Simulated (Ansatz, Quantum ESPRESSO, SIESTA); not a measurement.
**SnO2: programs and potentials compared**

```xyz
6
Lattice="4.7380 0.0000 0.0000 0.0000 4.7380 0.0000 0.0000 0.0000 3.1865" Properties=species:S:1:pos:R:3 pbc="T T T"
Sn    2.3690    2.3690    1.5933
Sn    0.0000    0.0000    0.0000
O     3.8240    0.9140    1.5933
O     3.2830    3.2830    0.0000
O     0.9140    3.8240    1.5933
O     1.4550    1.4550    0.0000
```

Alike in all runs: task single point; functional PBE; k mesh 6 × 6 × 8; occupations fermi-dirac, width 0.05 eV; no spin polarisation; no spin-orbit coupling. Pressure is positive in compression and, in plane waves, holds the error of the finite cutoff, which Ansatz's Pulay term estimates and takes out.

| program and potentials | plane-wave cutoff (eV) | notes | band gap (eV) | pressure (GPa) | largest force (eV/Å) |
| --- | --- | --- | --- | --- | --- |
| Ansatz, Ansatz PAW | 500 | Pulay term of +0.03 GPa included | 1.28 | 11.08 | 0.274 |
| SIESTA, files PseudoDojo sr-pbe-0.5-standard, DZP (energy shift 0.003 Ry; two zetas on semicore shells) | - | atomic basis | 1.02 | 17.77 | 0.291 |
| SIESTA, files sg15-pbe-1.2, DZP (energy shift 0.003 Ry; two zetas on semicore shells) | - | atomic basis | 0.97 | 19.72 | 0.326 |
| SIESTA, files PseudoDojo sr-pbe-0.4.1-standard, ansatz-sr-pbe-nc, DZP (energy shift 0.003 Ry; two zetas on semicore shells) | - | atomic basis | 1.00 | 19.14 | 0.288 |
| SIESTA, files spms-pbe-1.0, DZP (energy shift 0.003 Ry; two zetas on semicore shells) | - | atomic basis | 0.93 | 18.50 | 0.284 |
| Quantum ESPRESSO, SSSP 1.3 efficiency PBE | 816 | - | 1.27 | 11.58 | 0.285 |

Force on atom 3 (O), eV/Å:

| program and potentials | x | y | z |
| --- | --- | --- | --- |
| Ansatz, Ansatz PAW | -0.194 | 0.194 | 0.000 |
| SIESTA, files PseudoDojo sr-pbe-0.5-standard, DZP (energy shift 0.003 Ry; two zetas on semicore shells) | -0.206 | 0.206 | 0.000 |
| SIESTA, files sg15-pbe-1.2, DZP (energy shift 0.003 Ry; two zetas on semicore shells) | -0.231 | 0.231 | 0.000 |
| SIESTA, files PseudoDojo sr-pbe-0.4.1-standard, ansatz-sr-pbe-nc, DZP (energy shift 0.003 Ry; two zetas on semicore shells) | -0.204 | 0.204 | 0.000 |
| SIESTA, files spms-pbe-1.0, DZP (energy shift 0.003 Ry; two zetas on semicore shells) | -0.201 | 0.201 | 0.000 |
| Quantum ESPRESSO, SSSP 1.3 efficiency PBE | -0.201 | 0.201 | 0.000 |

The band gap spans 0.93 (SIESTA, files spms-pbe-1.0, DZP (energy shift 0.003 Ry; two zetas on semicore shells)) to 1.28 eV (Ansatz, Ansatz PAW). The pressure spans 11.08 (Ansatz, Ansatz PAW) to 19.72 GPa (SIESTA, files sg15-pbe-1.2, DZP (energy shift 0.003 Ry; two zetas on semicore shells)). The cell lies far from this level's equilibrium. The pressure on the cell as given of Ansatz, Ansatz PAW; Quantum ESPRESSO, SSSP 1.3 efficiency PBE lies far from the others; the cause wasn't traced. Rows in atomic bases carry the error of their basis and grid, which can be large.

Differences between rows come from potentials, basis sets and numerical settings, since the functional is the same but for its coding. Runs on potential files found faulty are left out.
